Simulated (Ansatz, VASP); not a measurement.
# Te: VASP beside Ansatz

File INCAR:

```
PREC     = Accurate       # precision mode
ENCUT    = 520            # plane-wave cutoff, eV
EDIFF    = 1E-6           # SCF threshold, eV
ISMEAR   = 0              # smearing method
SIGMA    = 0.1            # smearing width, eV
LREAL    = F              # projectors in reciprocal space
LASPH    = T              # aspherical terms in the spheres
NELM     = 100            # most SCF steps
ALGO     = Normal         # electronic algorithm
ISIF     = 2              # what is computed and relaxed
LWAVE    = F              # write WAVECAR
LCHARG   = F              # write CHGCAR
GGA      = PE             # functional
NBANDS   = 20             # bands
```

Contents of KPOINTS:

```
regular mesh
0
Gamma
  14 10 6
```

The input POSCAR:

```
Te
1.0
    3.1892204572      0.0207569985      0.0000000000
    0.0314454800      4.9212413408      0.0000000000
    0.0000000000      0.0000000000      9.5079466837
Te
4
Direct
    0.5559080142      0.5010848020      0.7481822047
    0.4440919858      0.4989151980      0.2481822047
    0.5264669708      1.0156056707      0.0218177953
    0.4735330292     -0.0156056707      0.5218177953
```

Input for Ansatz:

```yaml
crystal:
  lattice:
    - [3.1892204572, 0.0207569985, 0.0]
    - [0.03144548, 4.9212413408, 0.0]
    - [0.0, 0.0, 9.5079466837]
  atoms:
    - { symbol: Te, position: [0.5559080142, 0.501084802, 0.7481822047] }
    - { symbol: Te, position: [0.4440919858, 0.498915198, 0.2481822047] }
    - { symbol: Te, position: [0.5264669708, 1.0156056707, 0.0218177953] }
    - { symbol: Te, position: [0.4735330292, -0.0156056707, 0.5218177953] }
basis:
  ecutwfc: 420
kpoints:
  mp_grid: { grid: [14, 10, 6] }
hamiltonian:
  xc: pbe
scf:
  occupations: { method: gaussian, width: 0.1 }
output:
  forces: true
  stress: true
  eigenvalues: true
```

Alike in both runs: task single point; functional PBE; k mesh 14 × 10 × 6; occupations gaussian, width 0.1 eV; no spin polarisation.

|  | VASP | Ansatz |
| --- | --- | --- |
| version | VASP 6.6.1 | Ansatz 0.2.0 |
| potentials or method | VASP PAW PBE potentials, release 64 (Te) | scalar-relativistic, plane waves, PAW |
| plane-wave cutoff (eV) | 520 | 420 |
| valence electrons in the cell | 24 | 64 |

```tsv
	VASP	Ansatz	Ansatz less VASP
gap on the k mesh at the Fermi level (eV)	none	none	-
pressure (GPa)	-4.0	-3.9	+0.04
largest component of the traceless stress (GPa)	1.03	1.05	+0.023
rms of the force components (eV/Å)	0.170	0.170	+0.0003
```

Atom by atom the forces differ by 0.001 eV/Å (rms over components). A gap of «none» marks a metal or a gap that the smearing closes. The two sets of potentials don't hold the same shells in valence.

Spin-orbit coupling is left out, which matters for the levels of Te.
